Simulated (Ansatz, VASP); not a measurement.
**Two plane-wave programs on SrCl2**

INCAR

```
ALGO = Normal
EDIFF = 1E-6
EDIFFG = -0.005
ENCUT = 600
GGA = PS
IBRION = 2
ISIF = 3
ISMEAR = 0
LASPH = T
LCHARG = F
LREAL = F
LWAVE = F
NELM = 60
NSW = 100
PREC = Accurate
SIGMA = 0.02
```

The input KPOINTS:

```
k-points
0
Gamma
  6 6 6
```

POSCAR

```
SrCl2
1.0
    0.0000000000      3.4997473228      3.4997473228
    3.4997473228      0.0000000000      3.4997473228
    3.4997473228      3.4997473228      0.0000000000
Sr Cl
1 2
Direct
    0.0000000000      0.0000000000      0.0000000000
    0.7500000000      0.7500000000      0.7500000000
    0.2500000000      0.2500000000      0.2500000000
```

Input for Ansatz:

```yaml
crystal:
  lattice:
    - [0.0, 3.4997473228, 3.4997473228]
    - [3.4997473228, 0.0, 3.4997473228]
    - [3.4997473228, 3.4997473228, 0.0]
  atoms:
    - { symbol: Sr, position: [0.0, 0.0, 0.0] }
    - { symbol: Cl, position: [0.75, 0.75, 0.75] }
    - { symbol: Cl, position: [0.25, 0.25, 0.25] }
basis:
  ecutwfc: 420
kpoints:
  mp_grid: { grid: [6, 6, 6] }
hamiltonian:
  xc: pbesol
scf:
  occupations: { method: gaussian, width: 0.02 }
output:
  forces: true
  stress: true
  eigenvalues: true
  write_density: true
  write_potential: true
  elf: true
  volumetric_format: npy
relax:
  adjacent_minimum: "off"
  f_tol: 0.005
  max_steps: 80
  cell: { stress_tol: 0.05 }
```

The cell is a database's computed one.

Alike in both runs: task relaxation of cell and atoms; functional PBEsol; k mesh 6 × 6 × 6; occupations gaussian, width 0.02 eV; no spin polarisation.

|  | VASP | Ansatz |
| --- | --- | --- |
| version | VASP 6.6.1 | Ansatz 0.2.0 |
| potentials or method | VASP PAW PBE potentials, release 64 (Sr_sv, Cl) | scalar-relativistic, plane waves, PAW |
| plane-wave cutoff (eV) | 600 | 420 |
| valence electrons in the cell | 24 | 24 |

Ansatz gave:

```
gap on the k mesh at the Fermi level, each at its own relaxed structure (eV) : 5.25
relaxed volume (Å³/atom)                                                     : 27.47
relaxed cell length with the largest relative difference (Å)                 : 4.884
energy change over the relaxation (meV/atom)                                 : -5
```

Problem. Estimate VASP's values.

Solution. gap on the k mesh at the Fermi level, each at its own relaxed structure (eV): 5.23; relaxed volume (Å³/atom): 27.60; relaxed cell length with the largest relative difference (Å): 4.892; energy change over the relaxation (meV/atom): -4.

Caveats: the PAW data sets were made with another functional, which shifts forces and pressure a little (VASP). A k mesh can miss the band edges. A hybrid or GW would open this gap; PBEsol tends to underestimate it.
